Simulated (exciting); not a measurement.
# TaS2: optical spectrum with AM05

Crystal: TaS2.

```
Ta S
1.0
     3.35000    0.00000    0.00000
    -1.67500    2.90119    0.00000
     0.00000    0.00000    5.86000
Ta S
1 2
Cartesian
  0.0000 0.0000 0.0000
  1.6750 0.9671 4.3950
  0.0000 1.9341 1.4650
```

```yaml
Program: exciting (release sodium)
Task: optical spectrum
Functional: AM05
Potentials_or_basis: all-electron LAPW+lo, shipped species files, valence relativity zora
rgkmax: 6.5
k_mesh: 6 × 6 × 3, shifted
Occupations: methfessel-paxton, width 0.1 eV
Spin: no spin polarisation
outputlevel: high
Top_of_the_spectrum_Ha: 0.8 Ha
Broadening_Ha: 0.01 Ha
gmaxvr_cutoff_of_density_and_potential: 14 1/bohr
lmaxapw_and_lmaxmat: 10
lmaxvr: 8
nempty: 38
Valence_relativity: zora
epsengy: 1e-06 Ha
epspot: 1e-06 Ha
maxscl: 80
Muffin-tin_radii: Ta 2.3, S 1.9 bohr
```

The all electrons inside the program's atomic spheres are Ta 70.20; S 13.61 (radii Ta 2.3, S 1.9 bohr) and the density of states at the Fermi level is 3.82 states/eV per cell.

Levels at points of the mesh, in eV from the Fermi level:
```tsv
k point	band 18	band 19	band 20	band 21	band 22	band 23
(0.00, 0.00, 0.50)	-0.93	-0.93	-0.02	-0.02	1.22	4.50
(0.50, 0.00, 0.50)	-2.26	-1.99	-1.29	2.44	2.98	4.36
```

Dielectric function (mean over the directions given):
| energy (eV) | real part | imaginary part |
| --- | --- | --- |
| 0.33 | 9.88 | 0.28 |
| 0.76 | 10.50 | 1.06 |
| 1.31 | 9.19 | 3.78 |
| 1.74 | 8.11 | 2.64 |
| 2.29 | 7.57 | 3.28 |
| 2.83 | 8.17 | 3.88 |
| 3.27 | 6.90 | 3.12 |
| 3.81 | 8.66 | 3.33 |
| 4.25 | 8.73 | 4.62 |
| 4.79 | 9.22 | 6.56 |
| 5.33 | 7.54 | 9.22 |
| 5.77 | 4.67 | 8.69 |
| 6.31 | 5.02 | 8.85 |
| 6.75 | 1.85 | 11.16 |
| 7.29 | -0.98 | 7.49 |
| 7.84 | -0.02 | 6.22 |
| 8.27 | 0.05 | 5.62 |
| 8.82 | -0.15 | 5.93 |
| 9.36 | -0.81 | 6.12 |
| 9.80 | -1.38 | 4.86 |
| 10.34 | -1.50 | 4.14 |
| 10.78 | -1.82 | 3.77 |
| 11.32 | -1.55 | 2.77 |
| 11.86 | -1.17 | 2.28 |
| 12.30 | -0.73 | 2.18 |
| 12.84 | -0.58 | 2.40 |
| 13.28 | -0.81 | 2.40 |
| 13.82 | -0.84 | 2.13 |
| 14.37 | -1.02 | 2.12 |
| 14.80 | -1.05 | 1.80 |
| 15.35 | -1.09 | 1.60 |
| 15.89 | -1.09 | 1.18 |
| 16.33 | -0.95 | 1.00 |
| 16.87 | -0.82 | 0.86 |
| 17.31 | -0.70 | 0.67 |
| 17.85 | -0.55 | 0.59 |
| 18.39 | -0.47 | 0.48 |
| 18.83 | -0.32 | 0.39 |
| 19.37 | -0.22 | 0.39 |
| 19.92 | -0.11 | 0.28 |

Wall time 58 s on 1 thread of Intel(R) Xeon(R) Platinum 8488C (Sapphire Rapids) (shared host), peak memory 0.46 GiB.

Caveat: the k mesh is coarse (spacing up to 0.36 Å⁻¹), so the values aren't converged; the intraband (Drude) term of the metal is left out; spectra need much finer meshes, so this one isn't converged; independent-particle spectra lack excitons. The run has no spin-orbit coupling, so splittings on Ta are missing.
